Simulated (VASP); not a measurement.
A run of VASP 6.6.1 is set up as follows.

INCAR

```
SYSTEM = Tl
ALGO     = Normal         ! electronic algorithm
BPARAM   = 11.95        
CPARAM   = 0.0093       
EDIFF    = 1E-7           ! SCF threshold, eV
ENCUT    = 520            ! plane-wave cutoff, eV
GGA_COMPAT= .FALSE.      
ISIF     = 2              ! what is computed and relaxed
ISMEAR   = -5             ! smearing method
IVDW_NL  = 2            
LASPH    = .TRUE.         ! aspherical terms in the spheres
LCHARG   = .FALSE.        ! write CHGCAR
LMIXTAU  = .TRUE.       
LORBIT   = 11             ! projections on sites
LREAL    = .FALSE.        ! projectors in reciprocal space
LSORBIT  = .TRUE.         ! spin-orbit coupling
LUSE_VDW = .TRUE.       
LWAVE    = .FALSE.        ! write WAVECAR
MAGMOM   = 0 0 0          ! initial moments
METAGGA  = R2SCAN         ! meta-GGA
NBANDS   = 24             ! bands
NEDOS    = 1001           ! points of the DOS
NELM     = 80             ! most SCF steps
PREC     = Accurate       ! precision mode
SIGMA    = 0.1            ! smearing width, eV
```

Contents of KPOINTS:

```
k-points
0
G
  7 7 7
  0 0 0
```

File POSCAR:

```
Tl
1.0
    0.0001780000      2.4526940000      2.4141060000
    2.4316470000     -0.0082250000      2.4225090000
    2.4885790000      2.5180290000     -0.0651570000
Tl
1
Direct
    0.0000000000      0.0000000000      0.0000000000
```

Potentials or basis: VASP PAW PBE potentials, release 64 (Tl_d).

The run is started by

```sh
$ cat potpaw_PBE.64/Tl_d/POTCAR > POTCAR
$ mpirun -np 1 vasp_ncl > vasp.out
```

Q: Predict the pressure.

A: -1.5 GPa.

Stress tensor (GPa, compression positive):
```
-1.55 -0.26  0.24
-0.26 -1.44  0.30
 0.24  0.30 -1.66
```

Caveat: the PAW data sets were made with another functional, which shifts forces and pressure a little.
